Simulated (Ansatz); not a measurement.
## TaSi₂ (P6_422): electronic heat capacity and spin susceptibility from the density of states

Theory: DFT PBEsol, scalar-relativistic, plane waves, PAW in Ansatz 0.2.0.

Cutoff 420 eV; k points 12×12×6 on the computed 9-atom cell (Γ-centred); Gaussian smearing, width 0.10 eV; no spin polarisation.

Relaxed cell: P6_422, a = 4.761 Å, b = 4.761 Å, c = 6.556 Å, α = 90.00°, β = 90.00°, γ = 120.00°, 9 atoms in the primitive cell. Whether it is the stable form of this composition wasn't checked.

The density of states at the Fermi level is 3.188 states/eV in the cell of 9 atoms (3 formula units; both spins, tetrahedra on a 18×18×9 mesh).

What Sommerfeld coefficient and Pauli susceptibility does this give?

Per formula unit N(E_F) = 1.063 states/eV. γ = (π²/3) k_B² N(E_F) N_A = 2.357 mJ/(mol K²) per state/eV, so γ = 2.5 mJ/(mol K²), a mole of formula units. χ_P = μ_B² N(E_F) N_A = 3.23×10⁻⁵ emu/mol per state/eV gives 3.4×10⁻⁵ emu/mol. This is the bare band result: a measured γ of the same phase is as a rule larger by a factor 1 + λ from phonons and spin fluctuations, the spin part of χ is larger by the Stoner factor, and a measured χ also holds orbital and core terms. N(E_F) at one energy is sensitive to the mesh where the density of states has sharp peaks.

Spin-orbit coupling is left out, which matters for the bands of heavy elements.

Cost: 1 run of about 3 core-minutes, on Intel Xeon 6975P-C (Granite Rapids) (shared hosts).